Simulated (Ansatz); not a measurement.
# ZnSe: the change of pressure with volume per atom

Periodic Kohn-Sham DFT of a crystal at fixed atoms; pressure and stress are positive in compression; the energy is the free energy less that of spherical unpolarised free atoms; site moments are those in the method's own spheres, positive along +z. The results are calculated, by Ansatz 0.2.0.

Cell of the first row (space group F-43m, No. 216):
```
cell vectors (Å)
   0.0000     2.7760     2.7760
   2.7760     0.0000     2.7760
   2.7760     2.7760     0.0000
atoms (fractions of the cell vectors)
Zn  0.00000  0.00000  0.00000
Se  0.75000  0.75000  0.75000
```

Settings of every row: method frozen-core PAW; functional PBE; relativity scalar; k mesh 8x8x8; filling fermi-dirac; smearing width 0.03 eV; wave cutoff 420 eV; paw set soft_2.

Atom start moment: 0 on all atoms.

```
row  volume per atom (Å³)  pressure (GPa)
  1                21.391           6.785
  2                21.846           5.053
  3                22.301           3.499
  4                22.529               ?
  5                22.757           2.104
  6                22.984           1.461
  7                23.212           0.851
  8                23.667          -0.274
```

Question: what pressure should row 4 give?

Worked fit of pressure. Take u = (V_r/V)^(2/3) − 1 with V_r = 22.757 Å³ an atom, which is twice the finite (Eulerian) strain; such expansions in the strain, on which the Birch-Murnaghan equation of state is built, carry the rest volume and the bulk modulus. The shown rows have u = 0.04213, 0.02761, 0.01359, 0, -0.0066, -0.01311, -0.0258. Least squares give pressure = 2.1029 + 99.011 × u + 274.73 × u² + 311 × u³ GPa; a parabola predicts inner rows, each left out in turn, worse (root mean square 0.0038 against 0.0012 GPa). The rows lie off it by 0.000, 0.000, -0.001, 0.001, 0.000, 0.000, 0.000. The pressure vanishes at u = -0.0226, or V = 23.55 Å³ an atom, and there the bulk modulus at fixed shape and fractions is B = −V dP/dV = (2/3)(1 + u) dP/du = 56.7 GPa. The withheld row has u = 0.00674, so the fit gives 2.1029 + 99.011 × (0.00674) + 274.73 × (0.00674)² + 311 × (0.00674)³ = 2.783 GPa.

The calculation gave 2.783 GPa. The fit meets it to the printed digit.
